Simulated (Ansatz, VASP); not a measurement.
## Hf in VASP and in Ansatz

```
Hf
1.0
    -1.70841    1.70841    1.70841
     1.70841   -1.70841    1.70841
     1.70841    1.70841   -1.70841
Hf
1
Direct
  0.00000 0.00000 0.00000
```

Alike in both runs: task relaxation of cell and atoms; functional PBEsol; k mesh 8 × 8 × 8; occupations gaussian, width 0.1 eV; no spin polarisation.

|  | VASP | Ansatz |
| --- | --- | --- |
| version | VASP 6.6.1 | Ansatz 0.2.0 |
| potentials or method | VASP PAW PBE potentials, release 64 (Hf_pv) | scalar-relativistic, plane waves, PAW |
| plane-wave cutoff (eV) | 600 | 420 |
| valence electrons in the cell | 10 | 26 |

Ansatz gave:

| Property | Result |
| --- | --- |
| gap on the k mesh at the Fermi level, each at its own relaxed structure (eV) | none |
| relaxed volume (Å³/atom) | 21.31 |
| relaxed cell length with the largest relative difference (Å) | 3.025 |
| energy change over the relaxation (meV/atom) | -33 |

Which values does VASP return?

gap on the k mesh at the Fermi level, each at its own relaxed structure (eV): none; relaxed volume (Å³/atom): 21.27; relaxed cell length with the largest relative difference (Å): 3.023; energy change over the relaxation (meV/atom): -31.

A gap of «none» marks a metal or a gap that the smearing closes. The two sets of potentials don't hold the same shells in valence.

Caveats: the PAW data sets were made with another functional, which shifts forces and pressure a little (VASP). Zero-point motion and thermal expansion aren't in these numbers. Spin-orbit coupling is left out, which matters for the levels of Hf.
